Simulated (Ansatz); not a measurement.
Ti on a C site in C

All numbers below come from DFT PBE, scalar-relativistic, plane waves, PAW (Ansatz 0.2.0). (420 eV cutoff, 5×5×5 k-mesh, Gaussian smearing of 0.10 eV, no spin polarisation)

Host crystal, relaxed:

```cif
data_structure
_symmetry_space_group_name_H-M 'P 1'
_symmetry_Int_Tables_number 1
_cell_length_a 8.6931
_cell_length_b 8.6931
_cell_length_c 8.6931
_cell_angle_alpha 16.312
_cell_angle_beta 16.312
_cell_angle_gamma 16.312
_cell_volume 45.18
loop_
_atom_site_label
_atom_site_type_symbol
_atom_site_fract_x
_atom_site_fract_y
_atom_site_fract_z
_atom_site_occupancy
C1 C 0.91756 0.91756 0.91756 1
C2 C 0.25089 0.25089 0.25089 1
C3 C 0.74911 0.74911 0.74911 1
C4 C 0.08244 0.08244 0.08244 1
```

Supercell of 28 atoms, rows in host cell vectors: -3 1 2; -1 -2 3; -1 0 2. Atoms relax at the host's cell, keeping the symmetry that the supercell leaves at the site. The cell is small, so energies carry finite-size errors of tenths of an eV. The host's Kohn–Sham gap is 0.07 eV. Atoms are taken from and returned to the elements' standard states.

Defect: Ti on a C site set at (0.918, 0.918, 0.918) of the host cell. In charge 0 some atom moved by up to 1.6 Å, so the relaxed defect can differ in kind from the start. Before relaxation its nearest neighbours are 3 C at 1.42 Å.

```tsv
charge	E_f at the valence band top (eV)	moment (μB)	largest move (Å)	atoms near the site
0	4.74	0.00	1.58	3 C at 1.94 Å
```